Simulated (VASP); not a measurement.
# Tl (Fm-3m) in VASP: notebook, part 2 of 3

VASP 6.6.1. Earlier steps stand in the parts before.

## 3. Single point, PBE

Input file run.py:

```python
from ase.calculators.vasp import Vasp
from ase.dft.bandgap import bandgap
from ase.io import read

atoms = read('Tl.xyz')
calc = Vasp(
    directory='calc',
    xc='pbe',
    pp='PBE',
    setups='minimal',
    prec='Accurate',
    encut=500,
    ediff=1e-06,
    ismear=0,
    sigma=0.05,
    lreal=False,
    lasph=True,
    nelm=100,
    algo='Normal',
    isif=2,
    lwave=False,
    lcharg=False,
    kpts=[9, 9, 9],
    gamma=True,
)
atoms.calc = calc

print('energy (eV):', atoms.get_potential_energy())
print('free energy (eV):', atoms.get_potential_energy(force_consistent=True))
print('forces (eV/A):')
print(atoms.get_forces())
print('stress (eV/A^3, Voigt):', atoms.get_stress())
print('Fermi level (eV):', calc.get_fermi_level())
gap, top, bottom = bandgap(calc)
print('band gap (eV):', gap, 'from (spin, k, band)', top, 'to', bottom)
```

Input file Tl.xyz:

```xyz
1
Lattice="0.0000000000 2.4663412330 2.4663412330 2.4663412330 0.0000000000 2.4663412330 2.4663412330 2.4663412330 0.0000000000" Properties=species:S:1:pos:R:3 pbc="T T T"
Tl     0.0000000000      0.0000000000      0.0000000000
```

Potentials or basis: VASP PAW PBE potentials, release 64 (Tl).

Launch:

```console
$ python run.py
```

Standard output:

```text
energy (eV): -2.22518212
free energy (eV): -2.22541471
forces (eV/A):
[[-0.  0.  0.]]
stress (eV/A^3, Voigt): [-0.00603904 -0.00603904 -0.00603904  0.         -0.         -0.        ]
Fermi level (eV): 4.15716254
band gap (eV): 0.0 from (spin, k, band) (None, None, None) to (None, None, None)
```

OUTCAR:

```text
ENCUT = 500.000000
   EDIFF = 1.00e-06
   GGA = PE
   PREC = Accurate
   ISIF = 2
   ISMEAR = 0
   NELM = 100
   LASPH = .TRUE.
   LREAL = .FALSE.

 ion  position               nearest neighbor table
   1  0.000  0.000  0.000-

  LATTYP: Found a face centered cubic cell.
 ALAT       =     4.9326824660

  Lattice vectors:

 A1 = (   0.0000000000,   2.4663412330,   2.4663412330)
 A2 = (   2.4663412330,   0.0000000000,   2.4663412330)
 A3 = (   2.4663412330,   2.4663412330,   0.0000000000)

Analysis of symmetry for initial positions (statically):
=====================================================================
 Subroutine PRICEL returns:
 Original cell was already a primitive cell.

 Routine SETGRP: Setting up the symmetry group for a
 face centered cubic supercell.

 Subroutine GETGRP returns: Found 48 space group operations
 (whereof 48 operations were pure point group operations)
 out of a pool of 48 trial point group operations.

The static configuration has the point symmetry O_h .

Analysis of symmetry for dynamics (positions and initial velocities):
=====================================================================
 Subroutine PRICEL returns:
 Original cell was already a primitive cell.

 Routine SETGRP: Setting up the symmetry group for a
 face centered cubic supercell.

 Subroutine GETGRP returns: Found 48 space group operations
 (whereof 48 operations were pure point group operations)
 out of a pool of 48 trial point group operations.

The dynamic configuration has the point symmetry O_h .

 Subroutine INISYM returns: Found 48 space group operations
 (whereof 48 operations are pure point group operations),
 and found     1 'primitive' translations

----------------------------------------------------------------------------------------

                                     Primitive cell

  volume of cell :      30.0047

  direct lattice vectors                    reciprocal lattice vectors
     0.000000000  2.466341233  2.466341233    -0.202729449  0.202729449  0.202729449
     2.466341233  0.000000000  2.466341233     0.202729449 -0.202729449  0.202729449
     2.466341233  2.466341233  0.000000000     0.202729449  0.202729449 -0.202729449

  length of vectors
     3.487933221  3.487933221  3.487933221     0.351137706  0.351137706  0.351137706

  position of ions in fractional coordinates (direct lattice)
     0.000000000  0.000000000  0.000000000

[... 84 lines left out ...]
   NELM   =    100;   NELMIN=  2; NELMDL= -5     # of ELM steps
   EDIFF  = 0.1E-05   stopping-criterion for ELM
   LREAL  =      F    real-space projection
   EDIFFG = 0.1E-04   stopping-criterion for IOM
   NSW    =      0    number of steps for IOM
   IBRION =     -1    ionic relax: 0-MD 1-quasi-New 2-CG
   NFREE  =      0    steps in history (QN), initial steepest desc. (CG)
   ISIF   =      2    stress and relaxation
   ISYM   =      2    0-nonsym 1-usesym 2-fastsym
   POTIM  = 0.5000    time-step for ionic-motion
   TEBEG  =    0.0;   TEEND  =   0.0 temperature during run
   PSTRESS=    0.0 pullay stress
   NELECT =       3.0000    total number of electrons
   NUPDOWN=      -1.0000    fix difference up-down
   EMIN   =  10.00;   EMAX   =-10.00  energy-range for DOS
   EFERMI =   0.00;   METHOD = LEGACY
   ISMEAR =     0;   SIGMA  =   0.05  broadening in eV -4-tet -1-fermi 0-gaus
   EFERMI_NEDOS =   21; number of points for ismear=-14 and -15
   IALGO  =     38    algorithm
   IMIX   =      4    mixing-type and parameters
     AMIX     =   0.40;   BMIX     =  1.00
     AMIX_MAG =   1.60;   BMIX_MAG =  1.00
  volume/ion in A,a.u.               =      30.00       202.48
  Fermi-wavevector in a.u.,A,eV,Ry     =   0.759834  1.435878  7.855294  0.577348
  Thomas-Fermi vector in A             =   1.858717
   LORBIT       =      0    0 simple, 1 ext, 2 COOP (PROOUT), +10 PAW based schemes
   GGA     = PE    functional components
   LHFCALC =     F    Hartree Fock is set to
   AEXX    =    0.0000 exact exchange contribution
   IVDW    =     0    specifies the selected vdW correction
   LEPSILON=     F    determine dielectric tensor
   LRPA    =     F    only Hartree local field effects (RPA)
 non-spin polarized calculation
 Gauss-broadening in eV      SIGMA  =   0.05
  energy-cutoff  :      500.00
  volume of cell :       30.00
 maximum number of plane-waves:       775
 NGX is ok and might be reduce to    28
   NGX = 13   NGY = 13   NGZ = 13

 number of electron       3.0000000 magnetization

 Free energy of the ion-electron system (eV)
  ---------------------------------------------------
  ext. energy  EPLUGINS =         0.00000000
  ---------------------------------------------------
  free energy    TOTEN  =        -2.22541471 eV

  energy without entropy =       -2.22494953  energy(sigma->0) =       -2.22518212

 E-fermi :   4.1572     XC(G=0):  -9.6521

 val. band max:        4.0433701049   @ k =  -0.4444   0.3333   0.1111
 cond. band min:       4.2038598035   @ k =  -0.3333   0.4444   0.2222
 fundamental gap:      0.1604896986
 Fermi energy:         4.1571625399

 k-point     1 :       0.0000    0.0000    0.0000
  band No.  band energies     occupation
      1      -5.5288      2.00000
      2      13.9189      0.00000
      3      13.9189      0.00000
      4      13.9189      0.00000
      5      14.3779      0.00000
[... 265 lines left out ...]
 k-point    35 :      -0.3333    0.4444    0.2222
  band No.  band energies     occupation
      1       0.2750      2.00000
      2       4.2039      0.18657
      3       5.1727      0.00000
      4       6.8305      0.00000
      5      14.7227      0.00000

------------------------ aborting loop because EDIFF is reached ----------------------------------------

  FORCE on cell =-STRESS in cart. coord.  units (eV):
  Direction    XX          YY          ZZ          XY          YZ          ZX
  --------------------------------------------------------------------------------------
  -------------------------------------------------------------------------------------
  Total        0.1811994      0.1811994      0.1811994     -0.0000000      0.0000000      0.0000000
  in kB        9.6756009      9.6756009      9.6756009     -0.0000000      0.0000000      0.0000000
  external PRESSURE =       9.6756009 kB  Pullay stress =       0.0000000 kB

 VOLUME and BASIS-vectors are now :
 -----------------------------------------------------------------------------
  energy-cutoff  :      500.00
  volume of cell :       30.00
      direct lattice vectors                 reciprocal lattice vectors
     0.000000000  2.466341233  2.466341233    -0.202729449  0.202729449  0.202729449
     2.466341233  0.000000000  2.466341233     0.202729449 -0.202729449  0.202729449
     2.466341233  2.466341233  0.000000000     0.202729449  0.202729449 -0.202729449

 POSITION                                       TOTAL-FORCE (eV/Angst)
 -----------------------------------------------------------------------------------
      0.00000      0.00000      0.00000        -0.000000      0.000000      0.000000
 -----------------------------------------------------------------------------------
    total drift:                               -0.000000      0.000000      0.000000

  FREE ENERGIE OF THE ION-ELECTRON SYSTEM (eV)
  ---------------------------------------------------
  free  energy   TOTEN  =        -2.2254147138 eV

  energy  without entropy=       -2.2249495262  energy(sigma->0) =       -2.22518212
```

INCAR:

```text
ENCUT = 500.000000
SIGMA = 0.050000
EDIFF = 1.00e-06
ALGO = Normal
GGA = PE
PREC = Accurate
ISIF = 2
ISMEAR = 0
NELM = 100
LASPH = .TRUE.
LCHARG = .FALSE.
LWAVE = .FALSE.
LREAL = .FALSE.
```

Run time: 5.1 s. Hardware: 1 thread of Intel Xeon 6975P-C (Granite Rapids), shared host; peak memory 0.16 GiB.

What came out:

| Item | Value |
| --- | --- |
| Free energy | -2.2254 eV |
| Pressure | 1.0 GPa |
| Band gap on the k mesh | none (metal or under the smearing width) |

Spin-orbit coupling is left out, which matters for the levels of Tl.

## 4. Single point, PBE

Input file INCAR:

```
  ALGO = Fast
  EDIFF = 1E-6
  ENCUT = 520
  GGA = PE
  ISIF = 2
  ISMEAR = 0
  LASPH = T
  LCHARG = F
  LREAL = F
  LWAVE = F
  NELM = 80
  PREC = Accurate
  SIGMA = 0.05
```

Input file KPOINTS:

```
k-points
0
Gamma
  9 9 9
```

Input file POSCAR:

```
Tl
1.0
    0.0000000000      2.4663412330      2.4663412330
    2.4663412330      0.0000000000      2.4663412330
    2.4663412330      2.4663412330      0.0000000000
Tl
1
Direct
    0.0000000000      0.0000000000      0.0000000000
```

Potentials or basis: VASP PAW PBE potentials, release 64 (Tl_d).

Launch:

```console
$ cat potpaw_PBE.64/Tl_d/POTCAR > POTCAR
$ mpirun -np 1 vasp_std > vasp.out
```

It took 6.9 s on 1 thread of Intel Xeon 6975P-C (Granite Rapids), shared host; peak memory 0.14 GiB.

It converged, with:

* Free energy: -2.2048 eV
* Pressure: 1.2 GPa
* Band gap on the k mesh: none (metal or under the smearing width)

Levels at points of the mesh, in eV from the Fermi level:
```csv
k point,band 4,band 5,band 6,band 7,band 8,band 9
"(0.00, 0.00, 0.00)",-11.28,-11.28,-9.70,9.90,9.90,9.90
```

## 5. Single point, PBE

run.py, as its differences from that of step 3:

```diff
@@ -9,5 +9,5 @@
     pp='PBE',
-    setups='minimal',
+    setups='recommended',
     prec='Accurate',
-    encut=500,
+    encut=520,
     ediff=1e-06,
@@ -17,3 +17,3 @@
     lasph=True,
-    nelm=100,
+    nelm=80,
     algo='Normal',
@@ -21,3 +21,5 @@
     lwave=False,
-    lcharg=False,
+    lcharg=True,
+    lelf=True,
+    lvhar=True,
     kpts=[9, 9, 9],
```

Tl.xyz is that of step 3.

Launch:

```console
$ python run.py
```

Run time: 11 s. Hardware: 1 thread of Intel Xeon 6975P-C (Granite Rapids), shared host; peak memory 0.15 GiB.

Results (log left out):

```
Free energy            : -2.2048 eV
Pressure               : 1.2 GPa
Band gap on the k mesh : none (metal or under the smearing width)
```

Levels at points of the mesh, in eV from the Fermi level:
| k point | band 4 | band 5 | band 6 | band 7 | band 8 | band 9 |
| --- | --- | --- | --- | --- | --- | --- |
| (0.00, 0.00, 0.00) | -11.28 | -11.28 | -9.70 | 9.90 | 9.90 | 9.90 |

The run has no spin-orbit coupling, so splittings on Tl are missing.

(Part 2 of 3 ends here.)
